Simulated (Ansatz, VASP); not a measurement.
One calculation of BaS, two programs

```
Ba S
1.0
     5.34207    0.00000    0.00000
     0.00000    5.34207    0.00000
     0.00000    0.00000    3.80883
Ba S
2 2
Direct
  0.50000 0.00000 0.42636
  0.00000 0.50000 0.57364
  0.00000 0.00000 0.00000
  0.50000 0.50000 0.00000
```

Alike in both runs: functional PBEsol; k mesh 6 × 6 × 8; occupations gaussian, width 0.05 eV; no spin polarisation.

Ansatz relaxed the structure, and its values are those at the end. VASP's run is a single point on that final structure, the one shown.

|  | VASP | Ansatz |
| --- | --- | --- |
| version | VASP 6.6.1 | Ansatz 0.2.0 |
| potentials or method | VASP PAW PBE potentials, release 64 (Ba_sv, S) | scalar-relativistic, plane waves, PAW |
| plane-wave cutoff (eV) | 520 | 420 |
| valence electrons in the cell | 32 | 32 |

```csv
,VASP,Ansatz,Ansatz less VASP
gap on the k mesh at the Fermi level (eV),1.49,1.59,+0.096
least direct gap on the mesh (eV),1.49,1.59,+0.096
pressure (GPa),1.2,0.0,-1.17
rms of the force components (eV/Å),0.018,0.001,-0.0174
```

Caveats: the PAW data sets were made with another functional, which shifts forces and pressure a little (VASP); spin-orbit coupling is left out, which moves the levels of the heavy elements. A k mesh can miss the band edges.
